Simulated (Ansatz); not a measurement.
# MgS (Niningerite) (Fm-3m) in Ansatz: a series of runs

One crystal, MgS (Niningerite), is run at these levels: r2SCAN0 form with a typed share of exact exchange, r2SCAN0; tasks: single point.

Everything below comes from runs of Ansatz 0.2.0. Logs are shortened: lines on timing, memory, paths and dates and some standing lists are left out, and cuts for length are marked.

### 1 The crystal as given

The structure is cubic, space group Fm-3m (No. 225). Conventional cell: a = 5.203 Å, b = 5.203 Å, c = 5.203 Å, α = 90.00°, β = 90.00°, γ = 90.00°. Around S (site symmetry m-3m) lie 6 Mg at 2.60 Å. Around Mg (site symmetry m-3m) lie 6 S at 2.60 Å.

### 2 Single point, r2SCAN0 form with a typed share of exact exchange

Contents of input.yaml:

```yaml
crystal:
  lattice:
    - [0.0, 2.60165, 2.60165]
    - [2.60165, 0.0, 2.60165]
    - [2.60165, 2.60165, 0.0]
  atoms:
    - { symbol: S, position: [0.5, 0.5, 0.5] }
    - { symbol: Mg, position: [0.0, 0.0, 0.0] }
hamiltonian:
  xc: { exchange: r2scan, correlation: r2scan, exx: { coeff: 0.15 } }
  pseudopotentials: { kind: paw }
kpoints:
  mp_grid: { grid: [5, 5, 5] }
scf:
  occupations: { method: fermi_dirac, width: 0.05 }
output:
  forces: true
  stress: true
  eigenvalues: true
```

Potentials or basis: Ansatz PAW.

Run with:

```
ansatz run input.yaml --threads 2 --pin off --max-ram 5632MiB --backend cpu --events-out ev --progress --plain --runs-dir out
```

The program printed:

```text
Warning: output.stress: scf.convergence.dr2_threshold = 1e-7 eV (the SCF's general default) is looser than the 2e-10 eV advised for a printed stress (1e-10 eV for each atom of the cell: 2). What an SCF threshold leaves in a stress goes as its square root, and in the free energy as the threshold itself, and one threshold admits the most on a small cell: of the crystals measured, under no hybrid functional and no lock of the moments, on runs that ended without the residual-converged pass, on stresses that held no estimate of that error, the worst erred by over 100 MPa in a component at 1e-7 eV an atom and by under 5 at 1e-10. Set scf.convergence.dr2_threshold to 2e-10 eV or tighter. The threshold is an SCF's pass mark: one that does not reach it within its budget of iterations ends unconverged, or closes short of it on a stop that the run arms, and scf.convergence.dr2_threshold's page says what that costs each kind of run
Warning: output.stress: scf.exx.energy_threshold = 1e-6 eV is looser than the 2e-8 eV advised for a stress under a hybrid functional (1e-8 eV for each atom of the cell: 2). Every SCF of the exchange loop can meet its threshold on dr2 while the loop round them stops early: no threshold on dr2 bounds what that leaves in the stress. Set scf.exx.energy_threshold to 2e-8 eV or tighter. The threshold is the loop's pass mark: a loop that does not reach it within its budget of cycles ends unconverged, and scf.exx.energy_threshold's page has the law
Warning: RAYON_NUM_THREADS=2 ignored (pool sized by the plan → 2); use --threads N
Engine: ansatz 0.2.0, x86_64-unknown-linux-gnu
Pseudopotentials: kind: paw
Pseudopotential: S, paw, valence charge 6, recommended cutoff 500 eV (meta_gga), S.paw.azcp
Pseudopotential: Mg, paw, valence charge 10, recommended cutoff 500 eV (meta_gga), Mg.paw.azcp
Functional definition: unnamed
  parameter a_1 = 0.15
  exchange = (1 - a_1)*r2scan_x + a_1*exact_x
  correlation = r2scan_c
Crystal: 2 atoms, lattice volume = 35.219 Å³
Basis set: ecut = 500 eV, 893 PW (Γ), exchange–correlation on 108×108×108 points (64 copies of the dense FFT grid, shifted against one another)
Bands: 12, of which v1, the nominal top of the filled ones, is band 8 counted from 1 (7 counted from 0)
Symmetry: 48 space group operations
Space group: Fm-3m (ITA 225), of the structure as read, at distance tolerance 3.3e-5 Å
k-points: 10 of 125
Non-local potential: S, projectors of the file, l = 0: 2, l = 1: 2, l = 2: 2
Non-local potential: Mg, projectors of the file, l = 0: 3, l = 1: 2, l = 2: 1
PAW form: soft (Blöchl's): semilocal exchange-correlation on the pseudo side does not see the compensation charge
PAW frozen core: S, regenerated for the run's functional, and the local potential with it (the file was generated under x = pbe(κ = 0.804, μ = 0.2195149727645171), c = pbe(β = 0.06672455060314922))
PAW frozen core: Mg, regenerated for the run's functional, and the local potential with it (the file was generated under x = pbe(κ = 0.804, μ = 0.2195149727645171), c = pbe(β = 0.06672455060314922))
PAW one-centre angular grid: S, 302 points (default); XC on 160 Gauss nodes
PAW one-centre angular grid: Mg, 302 points (default); XC on 224 Gauss nodes
Initial density: superposition of atomic densities (neutral atoms: chi_scale 0, normalization atom), corrected by the library's trained network
Initial wavefunctions: pseudopotential atomic-orbital guess
Functional: x = r2scan, c = r2scan; τ floored in thin density (d = 2e-4 eV/Å³), warm-up for x = 0.85 r2scan + 0.15 exact, c = r2scan; τ floored in thin density (d = 2e-4 eV/Å³)
SCF iter   1: F=—  HF=-2835.519071 eV  |F-HF|=—  |Δ(HF+E_count)|=         —  Δρ=6.88e-3  dr2=6.55e-3  dr2_τ=7.49e-3  ethr=1.77e-3  ⟨swp⟩=10.1  Hψ=639  notcnv=0
preconditioner: auto → none  [insulator: Δε(μ)=3.811 eV  Ē_g=12.629 eV  σ=0.050 eV  W_gap=1.00  n_scr=8 (ndim 8)  ℏωp=17.7 eV  f_vac=0.000  D(μ)=0.00/eV (n_scr^D=0)]
SCF iter   2: F=—  HF=-2835.566357 eV  |F-HF|=—  |Δ(HF+E_count)|=   4.73e-2  Δρ=3.06e-3  dr2=2.32e-3  dr2_τ=4.61e-5  ethr=4.09e-5  ⟨swp⟩=3.8  Hψ=348  notcnv=0  defer=2
SCF iter   3: F=-2835.566469 eV  HF=-2835.566665 eV  |F-HF|=1.95e-4  |Δ(HF+E_count)|=   3.08e-4  Δρ=8.87e-4  dr2=2.98e-4  dr2_τ=2.57e-5  ethr=1.45e-5  ⟨swp⟩=3.1  Hψ=260  notcnv=0  defer=1
SCF 1 stopped early in 3 iterations: F = -2835.566469 eV  dr2 = 2.98e-4
Initial density: handed on by an earlier stage of this run
Initial wavefunctions: those handed on with the density
Functional: x = 0.85 r2scan + 0.15 exact, c = r2scan; τ floored in thin density (d = 2e-4 eV/Å³)
Frozen-core exchange: fock
SCF iter   1: F=—  HF=-2835.354329 eV  |F-HF|=—  |Δ(HF+E_count)|=         —  Δρ=1.56e-3  dr2=6.72e-4  dr2_τ=1.07e-4  ethr=1.86e-5  ⟨swp⟩=5.0  Hψ=455  notcnv=0
preconditioner: auto → none  [insulator: Δε(μ)=4.760 eV  Ē_g=13.861 eV  σ=0.050 eV  W_gap=1.00  n_scr=8 (ndim 8)  ℏωp=17.7 eV  f_vac=0.000  D(μ)=0.00/eV (n_scr^D=0)]
iter 2 solved again at ethr=2.28e-7 eV; its pass at ethr=3.82e-6 eV (dr2=3.65e-5 eV) is discarded
SCF iter   2: F=—  HF=-2835.354088 eV  |F-HF|=—  |Δ(HF+E_count)|=   2.41e-4  Δρ=2.95e-4  dr2=5.37e-5  dr2_τ=3.04e-6  ethr=2.28e-7  ⟨swp⟩=2.0  Hψ=418  notcnv=0
SCF iter   3: F=—  HF=-2835.354318 eV  |F-HF|=—  |Δ(HF+E_count)|=   2.30e-4  Δρ=1.70e-4  dr2=1.50e-5  dr2_τ=5.22e-7  ethr=2.28e-7  ⟨swp⟩=3.5  Hψ=246  notcnv=0
SCF iter   4: F=—  HF=-2835.354314 eV  |F-HF|=—  |Δ(HF+E_count)|=   4.04e-6  Δρ=5.93e-5  dr2=1.90e-6  dr2_τ=9.31e-8  ethr=9.12e-8  ⟨swp⟩=3.0  Hψ=237  notcnv=0
SCF iter   5: F=—  HF=-2835.354314 eV  |F-HF|=—  |Δ(HF+E_count)|=   2.67e-7  Δρ=1.44e-5  dr2=3.98e-7  dr2_τ=4.60e-9  ethr=9.42e-9  ⟨swp⟩=3.2  Hψ=280  notcnv=0  defer=1
SCF iter   6: F=—  HF=-2835.354316 eV  |F-HF|=—  |Δ(HF+E_count)|=   2.78e-6  Δρ=2.30e-5  dr2=3.11e-7  dr2_τ=1.68e-8  ethr=3.24e-10  ⟨swp⟩=4.3  Hψ=382  notcnv=0
SCF iter   7: F=-2835.354316 eV  HF=-2835.354316 eV  |F-HF|=1.74e-9  |Δ(HF+E_count)|=   1.13e-7  Δρ=2.21e-6  dr2=1.12e-8  dr2_τ=5.74e-11  ethr=3.24e-10  ⟨swp⟩=3.8  Hψ=254  notcnv=0
SCF 2 converged in 7 iterations: F = -2835.354316 eV  dr2 = 1.12e-8
hybrid outer 1: dexx = +2.060e-4 eV, tail = 2.44e-6 eV
Frozen-core exchange: fock
SCF iter   1: F=—  HF=-2835.354318 eV  |F-HF|=—  |Δ(HF+E_count)|=         —  Δρ=1.36e-5  dr2=4.39e-8  dr2_τ=1.17e-9  ethr=7.62e-8  ⟨swp⟩=2.6  Hψ=248  notcnv=0
preconditioner: auto → none  [insulator: Δε(μ)=4.787 eV  Ē_g=13.872 eV  σ=0.050 eV  W_gap=1.00  n_scr=8 (ndim 8)  ℏωp=17.7 eV  f_vac=0.000  D(μ)=0.00/eV (n_scr^D=0)]
SCF iter   2: F=—  HF=-2835.354318 eV  |F-HF|=—  |Δ(HF+E_count)|=   2.29e-8  Δρ=5.08e-6  dr2=1.29e-8  dr2_τ=5.33e-10  ethr=2.68e-10  ⟨swp⟩=3.9  Hψ=280  notcnv=0
SCF iter   3: F=-2835.354318 eV  HF=-2835.354318 eV  |F-HF|=3.28e-9  |Δ(HF+E_count)|=   1.61e-9  Δρ=3.00e-6  dr2=5.99e-9  dr2_τ=1.71e-10  ethr=7.62e-11  ⟨swp⟩=3.0  Hψ=243  notcnv=0
SCF 3 converged in 3 iterations: F = -2835.354318 eV  dr2 = 5.99e-9
  Residual-converged pass: ⟨swp⟩=3.0  Hψ=238  notcnv=0  max |occ|·‖R‖ = 2.4e-6 eV (tolerance 2.4e-6 eV)  dr2=5.99e-9  dr2_τ=1.78e-10  dr2_onsite=1.22e-10  max |Δocc| = 0.0e0
hybrid outer 2: dexx = +4.392e-9 eV, tail = 1.27e-8 eV, Δε = 9.13e-4 eV (about 1.79e-4 eV left of the loop's levels)
hybrid SCF converged: 2 outer / 10 inner (+3 warm-up), last move |dexx| = 4.39e-9 eV, tail = 1.27e-8 eV
Stability not checked: this state was not tested for a lower state beside it, because the functional holds exact exchange (a hybrid, or Hartree-Fock), whose exchange loop this test does not read (fock_operator; see scf.lower_state_search)
Free energy (F): -2835.354318 eV
Frozen-core exchange: fock
Harris-Foulkes:  -2835.354318 eV  (|F-HF|=3.28e-9)
Internal energy: -2835.354318 eV  (E = F + TS)
E sigma→0 (E₀):  -2835.354318 eV
Fermi energy:    7.984268 eV
--- Per-component energies (eV) ---
  E_band       = -375.298132
  E_kinetic    = 185.008223
  E_local      = -1666.959434  (includes V_loc(G=0)·N_el)
  E_nonlocal   = 123.168440
  E_hartree    = 594.039063
  E_xc         = -104.448794
  E_vxc        = -116.834578  (∫ρ·V_xc dr)
  E_exx        = -41.857546  (= α·E_x^exact, valence–valence)
  E_paw        = -880.381082  (= ΣΔE_a)
  E_vpaw       = -9.453472  (= ΣTr[D̂ρ^β])
  E_aug_tail   = -0.000001  (compensation charges beyond the density's cutoff)
  E_vtau       = 5.410292  (kinetic-family band-sum trace: ∫τ·v_τ [+ j·A + Jᵃ·Aᵃ] dr)
  E_ewald      = -1043.740020
  E_core_change = -0.183167  (= ΣΔE_core)
  E_smearing   = -0.000000  (= −TS)
  E_closure    = -0.000000  (closes the sum)
  Σ components = -2835.354318   (vs F -2835.354318, Δ=-4.55e-13)
--- Forces (eV/Å), atoms counted from 1 ---
  atom   1  S      0.00000000    -0.00000000    -0.00000000
  atom   2  Mg     0.00000000     0.00000000     0.00000000
  max |Σ_I F_I| component: 5.38e-30 eV/Å
--- Stress (GPa, compression-positive) ---
       -0.422159      -0.000000       0.000000
       -0.000000      -0.422159      -0.000000
       -0.000000       0.000000      -0.422159
  P = ⅓ Tr σ = -0.4222 GPa (-4.222 kbar)
--- Band table (eV; the first three rows and the last of 10) ---
  k-point 0: bands = ["-74.4257", "-38.7372", "-38.7372", "-38.7372", "-8.2637", "5.6071", "5.6071", "5.6071", "11.1187", "15.1093", "15.1093", "15.1093"]
  k-point 1: bands = ["-74.4256", "-38.7396", "-38.7374", "-38.7374", "-7.8594", "3.4194", "5.3554", "5.3554", "12.2614", "15.1516", "15.3238", "15.3238"]
  k-point 2: bands = ["-74.4254", "-38.7435", "-38.7379", "-38.7379", "-7.0291", "0.8615", "5.0070", "5.0070", "11.8098", "14.2826", "14.2826", "17.7754"]
  k-point 9: bands = ["-74.4252", "-38.7423", "-38.7408", "-38.7392", "-6.5438", "1.6251", "2.7119", "3.7442", "12.4016", "14.1848", "14.8325", "17.3400"]
```

It took 7.1 s on 2 threads of Intel Xeon Platinum 8488C (Sapphire Rapids), shared host; peak memory 0.79 GiB.

What came out:

```
Free energy            : -2835.3543 eV
Pressure               : -0.4 GPa
Band gap on the k mesh : 4.79 eV, indirect (least direct gap 5.51 eV)
```

Levels at points of the mesh, in eV from the valence-band top:
| k point | band 6 | band 7 | band 8 | band 9 | band 10 | band 11 |
| --- | --- | --- | --- | --- | --- | --- |
| (0.00, 0.00, 0.00) | 0.00 | 0.00 | 0.00 | 5.51 | 9.50 | 9.50 |

Caveat: odd divisions of the mesh miss points on the zone boundary, where band edges often lie, so the gap on the mesh can be too wide; the PAW data sets come from PBE, with cores solved anew for the run's functional, which leaves a small shift of forces and pressure; the thresholds are loose for stress. A k mesh can miss the band edges.

### 3 Single point, r2SCAN0

Edit input.yaml of step 2 so:

```diff
@@ -9,3 +9,3 @@
 hamiltonian:
-  xc: { exchange: r2scan, correlation: r2scan, exx: { coeff: 0.15 } }
+  xc: { exchange: r2scan, correlation: r2scan, exx: { coeff: 0.25 } }
   pseudopotentials: { kind: paw }
@@ -19 +19,5 @@
   eigenvalues: true
+  write_density: true
+  write_potential: true
+  elf: true
+  volumetric_format: npy
```

Potentials or basis: Ansatz PAW.

Run with:

```
ansatz run input.yaml --threads 2 --pin off --max-ram 5632MiB --backend cpu --events-out ev --progress --plain --runs-dir out
```

Run time: 9.5 s. Hardware: 2 threads of Intel Xeon Platinum 8488C (Sapphire Rapids), shared host; peak memory 0.8 GiB.

The run converged. Its results:

```
Free energy            : -2835.2169 eV
Pressure               : -0.8 GPa
Band gap on the k mesh : 5.40 eV, indirect (least direct gap 6.10 eV)
```

Levels at points of the mesh, in eV from the valence-band top:
```csv
k point,band 4,band 5,band 6,band 7,band 8,band 9,band 10,band 11,band 12
"(0.00, 0.00, 0.00)",-45.46,-14.32,0.00,0.00,0.00,6.10,10.19,10.19,10.19
```

Caveat: odd divisions of the mesh miss points on the zone boundary, where band edges often lie, so the gap on the mesh can be too wide; the PAW data sets come from PBE, with cores solved anew for the run's functional, which leaves a small shift of forces and pressure; the thresholds are loose for stress.

### 4 Single point, r2SCAN0 form with a typed share of exact exchange

Edit input.yaml of step 3 so:

```diff
@@ -9,3 +9,3 @@
 hamiltonian:
-  xc: { exchange: r2scan, correlation: r2scan, exx: { coeff: 0.25 } }
+  xc: { exchange: r2scan, correlation: r2scan, exx: { coeff: 0.35 } }
   pseudopotentials: { kind: paw }
```

Run with:

```
ansatz run input.yaml --threads 2 --pin off --max-ram 5632MiB --backend cpu --events-out ev --progress --plain --runs-dir out
```

Wall time 8.2 s (2 threads of Intel Xeon Platinum 8488C (Sapphire Rapids), shared host); peak memory 0.79 GiB.

Results (log left out):

- Free energy: -2835.0830 eV
- Pressure: -1.1 GPa
- Band gap on the k mesh: 6.02 eV, indirect (least direct gap 6.69 eV)

Levels at points of the mesh, in eV from the valence-band top:
```tsv
k point	band 4	band 5	band 6	band 7	band 8	band 9	band 10	band 11	band 12
(0.00, 0.00, 0.00)	-46.58	-14.78	0.00	0.00	0.00	6.69	10.87	10.87	10.87
```

Caveat: odd divisions of the mesh miss points on the zone boundary, where band edges often lie, so the gap on the mesh can be too wide; the PAW data sets come from PBE, with cores solved anew for the run's functional, which leaves a small shift of forces and pressure; the thresholds are loose for stress. A k mesh can miss the band edges.

### 5 Single point, r2SCAN0 form with a typed share of exact exchange

Edit input.yaml of step 4 so:

```diff
@@ -9,3 +9,3 @@
 hamiltonian:
-  xc: { exchange: r2scan, correlation: r2scan, exx: { coeff: 0.35 } }
+  xc: { exchange: r2scan, correlation: r2scan, exx: { coeff: 0.5 } }
   pseudopotentials: { kind: paw }
@@ -19,5 +19 @@
   eigenvalues: true
-  write_density: true
-  write_potential: true
-  elf: true
-  volumetric_format: npy
```

Run with:

```
ansatz run input.yaml --threads 2 --pin off --max-ram 5632MiB --backend cpu --events-out ev --progress --plain --runs-dir out
```

Wall time 7.8 s (2 threads of Intel Xeon Platinum 8488C (Sapphire Rapids), shared host); peak memory 0.8 GiB.

It converged, with:

| Item | Value |
| --- | --- |
| Free energy | -2834.8886 eV |
| Pressure | -1.6 GPa |
| Band gap on the k mesh | 6.95 eV, indirect (least direct gap 7.59 eV) |

Levels at points of the mesh, in eV from the valence-band top:
| k point | band 6 | band 7 | band 8 | band 9 | band 10 | band 11 |
| --- | --- | --- | --- | --- | --- | --- |
| (0.00, 0.00, 0.00) | 0.00 | 0.00 | 0.00 | 7.59 | 11.90 | 11.90 |

Caveat: odd divisions of the mesh miss points on the zone boundary, where band edges often lie, so the gap on the mesh can be too wide; the PAW data sets come from PBE, with cores solved anew for the run's functional, which leaves a small shift of forces and pressure; the thresholds are loose for stress.

### 6 Summary

```tsv
level	share of exact exchange	gap on the mesh (eV)	pressure (GPa)
r2SCAN0 form with a typed share of exact exchange	0.15	4.79	-0.4
r2SCAN0	0.25	5.40	-0.8
r2SCAN0 form with a typed share of exact exchange	0.35	6.02	-1.1
r2SCAN0 form with a typed share of exact exchange	0.5	6.95	-1.6
```

Alike in all rows: task single point; potentials or basis Ansatz PAW; no spin polarisation; cell as given; k mesh 5 × 5 × 5; cutoff (eV) 500; smearing fermi-dirac 0.05 eV.

On the cell as given the gap runs from 4.79 eV (r2SCAN0 form with a typed share of exact exchange) to 6.95 eV (r2SCAN0 form with a typed share of exact exchange). The pressure there spans -1.6 GPa (r2SCAN0 form with a typed share of exact exchange) to -0.4 GPa (r2SCAN0 form with a typed share of exact exchange); a positive pressure means that this level wants a larger cell, a negative one a smaller.

Caveats: odd divisions of the mesh miss points on the zone boundary, where band edges often lie, so the gap on the mesh can be too wide; the PAW data sets come from PBE, with cores solved anew for the run's functional, which leaves a small shift of forces and pressure; the thresholds are loose for stress.

Absolute energies hang on the potentials; compare differences alone.
